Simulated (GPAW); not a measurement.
**Si2Ni: relaxation of cell and atoms with PBEsol+D3(BJ)**

Si2Ni:

```
Ni Si
1.0
     0.00000    2.70300    2.70300
     2.70300    0.00000    2.70300
     2.70300    2.70300    0.00000
Ni Si
1 2
Cartesian
  0.0000 0.0000 0.0000
  4.0545 4.0545 4.0545
  1.3515 1.3515 1.3515
```

```yaml
Program: GPAW 26.7.0
Task: relaxation of cell and atoms
Functional: PBEsol
Dispersion: D3(BJ)
Potentials_or_basis: PAW data sets generated in the run's folder for this functional
Cutoff: 600 eV
Basis: pw
k_mesh: 7 × 7 × 7
Occupations: fermi-dirac, width 0.05 eV
Spin: collinear spin, ferromagnetic start
Starting_moments: "[1.0, 0.0, 0.0] μB"
Maxiter: 150
Optimizer: BFGS
Fmax: 0.02 eV/Å
Max_steps: 60
Convergence: density=1e-05 forces=0.0001
```

- Relaxed volume: 12.77 Å³/atom
- Relaxed cell: a = 3.784 Å, b = 3.784 Å, c = 3.784 Å, α = 60.00°, β = 60.00°, γ = 60.00°
- Space group after relaxing (to 0.05 Å): Fm-3m (No. 225)
- Energy gained by relaxing: 6.0 meV/atom
- Ionic steps: 3
- Pressure after relaxing: 0.2 GPa
- Band gap on the k mesh: none (metal or under the smearing width)
- Net moment: 0.00 μB per cell
- Dispersion energy per atom: -0.400 eV

Step by step:
```
step  energy change (eV)  largest force (eV/Å)  pressure (GPa)  volume (Å³)
   1              0.0000                0.0000           -4.94        39.50
   2             -0.0064                0.0000           -4.03        39.27
   3             -0.0181                0.0000            0.17        38.31
```

Final structure:
```cif
data_structure
_symmetry_space_group_name_H-M 'P 1'
_symmetry_Int_Tables_number 1
_cell_length_a 3.7839
_cell_length_b 3.7839
_cell_length_c 3.7839
_cell_angle_alpha 60.000
_cell_angle_beta 60.000
_cell_angle_gamma 60.000
_cell_volume 38.31
loop_
_atom_site_label
_atom_site_type_symbol
_atom_site_fract_x
_atom_site_fract_y
_atom_site_fract_z
_atom_site_occupancy
Ni1 Ni 0.00000 0.00000 0.00000 1
Si1 Si 0.75000 0.75000 0.75000 1
Si2 Si 0.25000 0.25000 0.25000 1
```

Levels at points of the mesh, in eV from the Fermi level:
Spin up:
```csv
k point,band 9,band 10,band 11,band 12,band 13,band 14,band 15,band 16
"(0.00, 0.00, 0.00)",-3.77,-0.11,1.79,1.79,1.79,2.10,2.10,2.10
```
Spin down:
| k point | band 10 | band 11 | band 12 | band 13 | band 14 | band 15 |
| --- | --- | --- | --- | --- | --- | --- |
| (0.00, 0.00, 0.00) | -0.11 | 1.79 | 1.79 | 1.79 | 2.10 | 2.10 |

Run time: 2.9 min on 1 thread of Arm Neoverse N1, on a shared host, peak memory 0.22 GiB.

Caveat: each step starts from the last one's moments, so a moment once lost doesn't come back; the stock nickel data set gives pressures a few GPa off other programs; later steps reuse the first step's grids; pairwise dispersion overbinds metals, which lowers pressure and volume.
